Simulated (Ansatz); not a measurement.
# A series in volume per atom on CdS

Results calculated with Ansatz 0.2.0, not measured. Periodic Kohn-Sham DFT of a crystal at fixed atoms; pressure and stress are positive in compression; the energy is the free energy less that of spherical unpolarised free atoms; site moments are those in the method's own spheres, positive along +z.

Cell of the first row (space group P6_3mc, No. 186):
```
CdS
1.0
      4.0504     0.0000     0.0000
     -2.0252     3.5077     0.0000
      0.0000     0.0000     6.6112
Cd S
2 2
Direct
  0.33333 0.66667 0.00000
  0.66667 0.33333 0.50000
  0.33333 0.66667 0.38500
  0.66667 0.33333 0.88500
```

Settings of every row: method all-electron PAW; functional PBE; relativity scalar; k mesh 7x7x4; filling fermi-dirac; smearing width 0.01 eV; nucleus gaussian.

Atom start moment: 0 on all atoms.

| row | volume per atom (Å³) | pressure (GPa) |
| --- | --- | --- |
| 1 | 23.483 | 7.126 |
| 2 | 23.982 | 5.437 |
| 3 | 24.482 | 3.92 |
| 4 | 24.732 | 3.221 |
| 5 | 25.231 | 1.929 |
| 6 | 25.481 | 1.334 |
| 7 | 25.981 | ? |
| 8 | 26.48 | -0.755 |

Question: what pressure should row 7 give?

Worked fit of pressure. Take u = (V_r/V)^(2/3) − 1 with V_r = 24.732 Å³ an atom, which is twice the finite (Eulerian) strain; such expansions in the strain, on which the Birch-Murnaghan equation of state is built, carry the rest volume and the bulk modulus. The shown rows have u = 0.03515, 0.02074, 0.0068, 0, -0.01323, -0.01969, -0.04451. Least squares give pressure = 3.2197 + 101.112 × u + 276.26 × u² + 245 × u³ GPa; a parabola predicts inner rows, each left out in turn, worse (root mean square 0.0043 against 0.0012 GPa). The rows lie off it by 0.000, -0.001, 0.000, 0.001, -0.001, 0.000, 0.000. The pressure vanishes at u = -0.0351, or V = 26.09 Å³ an atom, and there the bulk modulus at fixed shape and fractions is B = −V dP/dV = (2/3)(1 + u) dP/du = 53.1 GPa. Letting shape and atoms relax would as a rule lower it, by much in layered, chain or molecular crystals. The withheld row has u = -0.03231, so the fit gives 3.2197 + 101.112 × (-0.03231) + 276.26 × (-0.03231)² + 245 × (-0.03231)³ = 0.233 GPa.

The calculation gave 0.234 GPa. The fit lies 0.001 GPa (0.013 % of the column's range) below it, one unit of the last digit.
